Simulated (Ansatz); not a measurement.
Method: DFT PBE, scalar-relativistic, plane waves, PAW (Ansatz 0.2.0). Settings: cutoff 420 eV, Γ-centred meshes spaced at most about 0.3 Å⁻¹ (2π included), Gaussian smearing. No spin polarisation in the final relaxations.

All energies are static (0 K, no zero-point motion). All come from trial cells, and lower structures may exist.

Question: These unrelaxed guesses for ZrSi3O8 are each relaxed within their symmetry. Order them by the energy at which they end, lowest first.
A.

```cif
data_structure
_symmetry_space_group_name_H-M 'P-4m2'
_symmetry_Int_Tables_number 115
_cell_length_a 4.5703
_cell_length_b 4.5703
_cell_length_c 6.4634
_cell_angle_alpha 90.000
_cell_angle_beta 90.000
_cell_angle_gamma 90.000
_cell_volume 135.01
loop_
_atom_site_label
_atom_site_type_symbol
_atom_site_symmetry_multiplicity
_atom_site_Wyckoff_symbol
_atom_site_fract_x
_atom_site_fract_y
_atom_site_fract_z
_atom_site_occupancy
Zr1 Zr 1 c 0.50000 0.50000 0.50000 1
Si1 Si 2 g 0.00000 0.50000 0.75000 1
Si2 Si 1 a 0.00000 0.00000 0.00000 1
O1 O 4 j 0.00000 0.75000 0.87500 1
O2 O 4 k 0.50000 0.25000 0.37500 1
```

B.

```cif
data_structure
_symmetry_space_group_name_H-M 'C2'
_symmetry_Int_Tables_number 5
_cell_length_a 6.6296
_cell_length_b 6.6296
_cell_length_c 6.1434
_cell_angle_alpha 90.000
_cell_angle_beta 90.000
_cell_angle_gamma 90.000
_cell_volume 270.01
loop_
_atom_site_label
_atom_site_type_symbol
_atom_site_symmetry_multiplicity
_atom_site_Wyckoff_symbol
_atom_site_fract_x
_atom_site_fract_y
_atom_site_fract_z
_atom_site_occupancy
Zr1 Zr 2 a 0.50000 0.68230 0.00000 1
Si1 Si 2 b 0.50000 0.31770 0.50000 1
Si2 Si 4 c 0.68230 0.00000 0.25000 1
O1 O 4 c 0.45189 0.81645 0.80193 1
O2 O 4 c 0.18355 0.95189 0.55193 1
O3 O 4 c 0.54811 0.18355 0.30193 1
O4 O 4 c 0.81645 0.04811 0.05193 1
```

C.

```cif
data_structure
_symmetry_space_group_name_H-M 'P-42m'
_symmetry_Int_Tables_number 111
_cell_length_a 5.0858
_cell_length_b 5.0858
_cell_length_c 5.2195
_cell_angle_alpha 90.000
_cell_angle_beta 90.000
_cell_angle_gamma 90.000
_cell_volume 135.01
loop_
_atom_site_label
_atom_site_type_symbol
_atom_site_symmetry_multiplicity
_atom_site_Wyckoff_symbol
_atom_site_fract_x
_atom_site_fract_y
_atom_site_fract_z
_atom_site_occupancy
Zr1 Zr 1 b 0.50000 0.50000 0.50000 1
Si1 Si 2 e 0.50000 0.00000 0.00000 1
Si2 Si 1 c 0.00000 0.00000 0.50000 1
O1 O 4 n 0.75000 0.25000 0.30177 1
O2 O 4 n 0.75000 0.25000 0.80177 1
```

Answer: B (ends in C2, 0 meV/atom), A (ends in P-4m2, 14 meV/atom), C (ends in P-42m, 282 meV/atom).

No dispersion correction is applied, so the spacing and binding between layers, chains or molecules are poorly described (P-42m), and this can change margins and order among such cells. Cells relaxed within their symmetry can be saddle points; a later kick test found a lower structure for ZrSi3O8 P-4m2.

Some types were kept out of the candidates beforehand, so the set may lack a known form.
